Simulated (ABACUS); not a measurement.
# La2O3 under changes of volume

One of the cells (16.357 Å³/atom); the others are scaled copies at fixed shape and fractional positions:

```
La O
1.0
     3.93078    0.00000    0.00000
    -1.96539    3.40415    0.00000
     0.00000    0.00000    6.11195
La O
2 3
Direct
  0.33333 0.66667 0.24624
  0.66667 0.33333 0.75376
  0.00000 0.00000 0.00000
  0.33333 0.66667 0.64589
  0.66667 0.33333 0.35411
```

The cell is a database's computed one.

```yaml
Program: ABACUS 3.10.1
Functional: PBEsol
Potentials_or_basis: PseudoDojo NC SR 0.4.1 PBEsol standard
Cutoff: 1510 eV
Density_cutoff: 6041 eV
Basis: plane waves
k_mesh: 8 × 8 × 5
Occupations: fermi-dirac, width 0.05 eV
Spin: no spin polarisation
```

```csv
volume (Å³/atom),energy over the lowest point (meV/atom),pressure (GPa),gap on the mesh (eV),largest force (eV/Å)
15.375,9.55,5.6,3.84,0.382
15.703,1.55,2.3,3.84,0.203
16.030,0.00,-0.7,3.83,0.036
16.357,4.23,-3.4,3.81,0.118
16.684,?,?,?,?
17.011,27.73,-8.0,3.77,0.394
17.338,45.98,-9.9,3.74,0.517
```

Question: What does the run at 16.684 Å³/atom give?

Answer: Energy over the lowest point 13.66 meV/atom; pressure -5.8 GPa; gap on the mesh 3.79 eV; largest force 0.261 eV/Å.

Worked out: A Birch-Murnaghan fit of order 3 (a polynomial in V^(-2/3)) to the other rows has its minimum at 15.95 Å³/atom with B0 = V·E''(V) = 142 GPa and B' = 4.3 at fixed shape and positions, which overstates the stiffness. It gives 13.65 meV/atom at 16.684 Å³/atom, against the run's 13.66, and -dE/dV = -5.8 GPa, against -5.8. A parabola through the other rows of the gap, of slope -1.13 eV per unit of ln V there, gives 3.79 eV, against the run's 3.79.

Energies are extrapolated to zero smearing.

Caveats: there are fewer bands than atomic start orbitals, so a level may be missed at k points of high symmetry; spin-orbit coupling is left out, which moves the levels of the heavy elements; an odd mesh through Γ misses points on the zone boundary, where band edges often lie.
